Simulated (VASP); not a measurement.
CdS (Greenockite), 4 atoms in the cell. It takes space group P6_3mc (No. 186, hexagonal). The conventional cell has a = 4.150 Å, b = 4.150 Å, c = 6.737 Å, α = 90.00°, β = 90.00°, γ = 120.00°. Around Cd (site symmetry 3m) lie 4 S at 2.53 to 2.54 Å. S (site symmetry 3m) is surrounded by 4 Cd at 2.53 to 2.54 Å. 

| Quantity | Value |
| --- | --- |
| Program | VASP 6.6.1 |
| Task | relaxation of cell and atoms |
| Functional | PBE |
| Dispersion | MBD |
| Potentials or basis | VASP PAW PBE potentials, release 64 (Cd, S) |
| Cutoff | 600 eV |
| k mesh | 7 × 7 × 4 |
| Occupations | fermi-dirac, width 0.05 eV |
| Spin | no spin polarisation |
| Further INCAR settings | ALGO = Normal; EDIFF = 1e-06; IBRION = 2; EDIFFG = -0.02; NSW = 40; ISIF = 3 |

Potentials or basis: VASP PAW PBE potentials, release 64 (Cd, S).

Command:

```sh
$ cat potpaw_PBE.64/Cd/POTCAR potpaw_PBE.64/S/POTCAR > POTCAR
$ mpirun -np 1 vasp_std > vasp.out
```

Hardware: 1 thread of Intel(R) Xeon(R) 6975P-C (Granite Rapids) (shared host).

Question: Estimate the wall time of this run.

Answer: It took 67 s on 1 thread of Intel(R) Xeon(R) 6975P-C (Granite Rapids), on a shared host, peak memory 0.28 GiB. Counts: scf iterations 29, k points 24, ion steps 3.
